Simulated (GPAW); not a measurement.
Set up this calculation in GPAW 26.7.0, as an ASE script.

```yaml
Task: band structure
Functional: r2SCAN
Potentials_or_basis: GPAW PAW data sets (gpaw-data 1.2.1)
Cutoff: 600 eV
Basis: pw
k_mesh: 5 × 5 × 5
Occupations: fermi-dirac, width 0.05 eV
Spin: spin-orbit coupling, no magnetisation
Maxiter: 150
Band_path: GXMGRX,MR
Band_points: 80
spin_axis_theta_degrees: 0
spin_axis_phi_degrees: 0
Soc_after_scf: second variation without the xc potential
```

Crystal: TePb.

```
Pb Te
1.0
     4.00229    0.00000    0.00000
     0.00000    4.00229    0.00000
     0.00000    0.00000    4.00229
Pb Te
1 1
Cartesian
  0.0000 0.0000 0.0000
  2.0011 2.0011 2.0011
```

Measurements of this composition are mostly on another form, of space group No. 225.

The input as run:

run.py

```python
import numpy as np
from ase import Atoms
from ase.dft.bandgap import bandgap
from ase.io import write
from ase.units import GPa
from gpaw import GPAW, PW
from gpaw.spinorbit import soc_eigenstates

atoms = Atoms(['Pb', 'Te'],
              cell=[[4.002287, 0.0, 0.0],
                    [0.0, 4.002287, 0.0],
                    [0.0, 0.0, 4.002287]],
              scaled_positions=[[0.0, 0.0, 0.0],
                                [0.5, 0.5, 0.5]],
              pbc=True)

calc = GPAW(mode=PW(600),
            xc='MGGA_X_R2SCAN+MGGA_C_R2SCAN',
            kpts={'size': (5, 5, 5), 'gamma': True},
            occupations={'name': 'fermi-dirac', 'width': 0.05},
            nbands=19,
            convergence={'density': 1e-05, 'energy': 1e-05},
            maxiter=150,
            txt='gpaw.txt')
atoms.calc = calc
energy = atoms.get_potential_energy()
forces = atoms.get_forces()
stress = atoms.get_stress()
calc.write('gs.gpw')
write('result.traj', atoms)
print(f'Energy: {energy:.6f} eV')
print('Forces (eV/A):')
print(forces.round(4))
print('Stress (GPa):', (stress / GPa).round(3))
print('Fermi level:', round(calc.get_fermi_level(), 4), 'eV')
print(f'Gap: {bandgap(calc)[0]:.4f} eV, direct: {bandgap(calc, direct=True)[0]:.4f} eV')

path = atoms.cell.bandpath('GXMGRX,MR', npoints=80, eps=1e-4)
bs_calc = calc.fixed_density(kpts=path, symmetry='off', nbands=32,
                             convergence={'bands': 'CBM+6.0', 'eigenstates': 1e-6}, txt='bands.txt')
bs = bs_calc.band_structure()
bs.write('bs.json')
print(f'Gap on the path: {bandgap(bs_calc)[0]:.4f} eV')

soc = soc_eigenstates(bs_calc, theta=0, phi=0, ignore_xc_potential=True)
np.savetxt('soc_bands.dat', soc.eigenvalues(), fmt='%.4f')
mesh = soc_eigenstates('gs.gpw', theta=0, phi=0, ignore_xc_potential=True)
np.savetxt('soc_mesh.dat', mesh.eigenvalues(), fmt='%.4f')
print('Fermi level with spin-orbit coupling:', round(mesh.fermi_level, 4), 'eV')
```

Potentials or basis: GPAW PAW data sets (gpaw-data 1.2.1), pw.

The run is started by

```sh
$ OMP_NUM_THREADS=1 python run.py
```

Results of the run:

| Quantity | Value |
| --- | --- |
| Pressure | -0.8 GPa |
| Band gap along the path | none (metal or under the smearing width) |

Caveat: spin-orbit coupling was added after a scalar SCF, so levels and gaps hold it while energy, forces, pressure and moments don't; this program's spin-orbit splittings come out too wide for heavy elements; the PAW data sets were made with another functional, which shifts forces and pressure a little.

Wall time 3 min on 1 thread of Arm Neoverse V1, on a shared host, peak memory 0.47 GiB.
